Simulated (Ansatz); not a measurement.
The system is ZnO (zincite).

```xyz
4
Lattice="3.2493 0.0000 0.0000 -1.6247 2.8140 0.0000 0.0000 0.0000 5.2057" Properties=species:S:1:pos:R:3 pbc="T T T"
Zn    1.6247    0.9380    0.0000
Zn    0.0000    1.8760    2.6029
O     0.0000    1.8760    4.5759
O     1.6247    0.9380    1.9730
```

| Property | Result |
| --- | --- |
| Program | Ansatz 0.2.0 |
| Task | relaxation of cell and atoms |
| Functional | RPBE |
| Dispersion | D3(BJ) |
| Potentials or basis | Ansatz PAW |
| Cutoff | 420 eV (not typed: the program's choice for these potentials) |
| k mesh | 9 × 9 × 5 |
| Occupations | fermi-dirac, width 0.05 eV |
| Spin | no spin polarisation |

At the start: volume 11.90 Å³/atom.

How do energy, volume and symmetry change on relaxing?

It ends after 8 steps and the volume is 11.42 Å³/atom (-4.0 %); space group P6_3mc (No. 186, to 0.05 Å).

The path:
| step | energy change (eV) | largest force (eV/Å) | volume (Å³) |
| --- | --- | --- | --- |
| 1 | 0.0000 | 0.0886 | 47.60 |
| 2 | -0.0302 | 0.0713 | 46.64 |
| 3 | -0.0430 | 0.0207 | 45.68 |
| 4 | -0.0431 | 0.0150 | 45.70 |
| 5 | -0.0430 | 0.0008 | 45.75 |
| 6 | -0.0363 | 0.0007 | 45.75 |
| 7 | -0.0366 | 0.0012 | 45.69 |
| 8 | -0.0364 | 0.0011 | 45.69 |

Final structure:
```xyz
4
Lattice="3.2079 0.0000 0.0000 -1.6040 2.7781 0.0000 0.0000 0.0000 5.1263" Properties=species:S:1:pos:R:3 pbc="T T T"
Zn    1.6040    0.9260   -0.0085
Zn    0.0000    1.8521    2.5547
O     0.0000    1.8521    4.5145
O     1.6040    0.9260    1.9514
```

Caveat: the plane-wave basis is chosen anew once the cell has moved, so the energies of steps on either side of that aren't comparable; the pressure holds a Pulay correction of +0.7 GPa for the finite cutoff; the PAW data sets come from PBE, with cores solved anew for the run's functional, which leaves a small shift of forces and pressure.
